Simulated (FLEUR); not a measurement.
# KBr under changes of volume

One of the cells (35.937 Å³/atom); the others are scaled copies at fixed shape and fractional positions:

```
CELL_PARAMETERS angstrom
0.00000 3.30000 3.30000
3.30000 0.00000 3.30000
3.30000 3.30000 0.00000
ATOMIC_POSITIONS crystal
Br 0.50000 0.50000 0.50000
K 0.00000 0.00000 0.00000
```

* Program: FLEUR MaX-R8.1 (later development tree)
* Functional: PBEsol
* Potentials or basis: all-electron
* Basis: FLAPW
* Kmax: 4.1 1/bohr
* k mesh: 7 × 7 × 7
* Occupations: fermi-dirac, width 0.05 eV
* Spin: no spin polarisation

```csv
volume (Å³/atom),energy over the lowest point (meV/atom),gap on the mesh (eV)
33.781,2.67,4.44
34.500,0.55,4.38
35.218,0.00,4.33
35.937,0.84,4.28
36.656,2.92,4.23
37.374,6.09,4.19
38.093,?,?
```

What does the run at 38.093 Å³/atom give?

Energy over the lowest point 10.23 meV/atom; gap on the mesh 4.15 eV.

Worked out: A Birch-Murnaghan fit of order 3 (a polynomial in V^(-2/3)) to the other rows has its minimum at 35.13 Å³/atom with B0 = V·E''(V) = 15.4 GPa and B' = 4.8. It gives 10.24 meV/atom at 38.093 Å³/atom, against the run's 10.23. A straight line through the other rows of the gap, of slope -2.48 eV per unit of ln V (its deformation potential), extrapolates to 4.14 eV, against the run's 4.15.

Energies are extrapolated to zero smearing.

Caveats: an odd mesh through Γ misses points on the zone boundary, where band edges often lie (some runs).

Spin-orbit coupling on Br is left out.
